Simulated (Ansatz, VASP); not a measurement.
## One calculation of ScAl, two programs

```
CELL_PARAMETERS angstrom
3.37752 0.00000 0.00000
0.00000 3.37752 0.00000
0.00000 0.00000 3.37752
ATOMIC_POSITIONS crystal
Sc 0.50000 0.50000 0.50000
Al 0.00000 0.00000 0.00000
```

Alike in both runs: task single point; functional PBEsol; k mesh 12 × 12 × 12; occupations gaussian, width 0.1 eV; no spin polarisation.

|  | VASP | Ansatz |
| --- | --- | --- |
| version | VASP 6.6.1 | Ansatz 0.2.0 |
| potentials or method | VASP PAW PBE potentials, release 64 (Sc_sv, Al) | scalar-relativistic, plane waves, PAW |
| plane-wave cutoff (eV) | 520 | 420 |
| valence electrons in the cell | 14 | 14 |

|  | VASP | Ansatz | Ansatz less VASP |
| --- | --- | --- | --- |
| gap on the k mesh at the Fermi level (eV) | none | none | - |
| pressure (GPa) | -2.1 | -2.3 | -0.15 |

A gap of «none» marks a metal or a gap that the smearing closes.

Caveats: the PAW data sets were made with another functional, which shifts forces and pressure a little (VASP).
